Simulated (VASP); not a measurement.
A run of VASP 6.6.1:

The input INCAR:

```
SYSTEM = Hf
ALGO = Normal ; EDIFF = 1E-6
EDIFFG = -0.01 ; ENCUT = 600
GGA = PE ; IBRION = 2
ISIF = 3 ; ISMEAR = -1
LASPH = .TRUE. ; LCHARG = .FALSE.
LREAL = .FALSE. ; LWAVE = .FALSE.
NELM = 60 ; NSW = 60
PREC = Accurate ; PSTRESS = 200
SIGMA = 0.05
```

KPOINTS

```
k-points
0
G
  9 9 6
  0 0 0
```

Contents of POSCAR:

```
Hf
1.0
    0.0000000000     -2.2200000000     -2.2200000000
    0.0000000000      2.2200000000     -2.2200000000
    4.4400000000      0.0000000000      0.0000000000
Hf
2
Direct
    0.5138198400      0.4808622700      0.5061421700
    0.9861801600      0.0191377300      0.9938578300
```

Potentials or basis: VASP PAW PBE potentials, release 64 (Hf_pv).

Command:

```console
$ cat potpaw_PBE.64/Hf_pv/POTCAR > POTCAR
$ mpirun -np 1 vasp_std > vasp.out
```

Hardware: 1 thread of Intel(R) Xeon(R) Platinum 8488C (Sapphire Rapids) (shared host).

Task: Estimate the wall time of this run.

Result: Wall time 14 min on 1 thread of Intel(R) Xeon(R) Platinum 8488C (Sapphire Rapids) (shared host), peak memory 0.32 GiB. Counts: scf iterations 113, k points 244, ion steps 18.
